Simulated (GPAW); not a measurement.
Crystal: Ga.

```
CELL_PARAMETERS angstrom
2.77842 0.00000 0.00000
0.00000 3.28161 0.00000
-1.34343 0.00000 3.99027
ATOMIC_POSITIONS crystal
Ga 0.13460 0.75000 0.77017
Ga 0.86540 0.25000 0.22983
```

This isn't the form of Ga at room conditions, which is orthorhombic.

| Quantity | Value |
| --- | --- |
| Program | GPAW 26.7.0 |
| Task | relaxation of cell and atoms |
| Functional | PBEsol |
| Dispersion | D3 |
| Potentials or basis | PAW data sets generated in the run's folder for this functional |
| Cutoff | 600 eV |
| Basis | pw |
| k mesh | 9 × 7 × 6 |
| Occupations | fermi-dirac, width 0.05 eV |
| Spin | no spin polarisation |

At the start: pressure -1.1 GPa; volume 18.19 Å³/atom.

How do energy, volume and symmetry change on relaxing?

Over 6 steps the energy falls by 2.9 meV/atom and the volume is 17.86 Å³/atom (-1.8 %); space group P2_1/m (No. 11, to 0.05 Å).

The path:
```csv
step,energy change (eV),largest force (eV/Å),pressure (GPa),volume (Å³)
1,0.0000,0.0492,-1.05,36.38
2,-0.0013,0.0378,-0.92,36.29
3,-0.0055,0.0468,0.21,35.61
4,-0.0055,0.0291,0.02,35.72
5,-0.0056,0.0237,0.01,35.72
6,-0.0059,0.0080,0.03,35.72
```

Final structure:
```
Ga
1.0
     2.78683    0.00000    0.00826
     0.00000    3.25572    0.00000
    -1.33558    0.00000    3.93296
Ga
2
Direct
  0.13407 0.75000 0.77005
  0.86593 0.25000 0.22995
```

Caveat: later steps reuse the first step's grids; pairwise dispersion overbinds metals, which lowers pressure and volume.
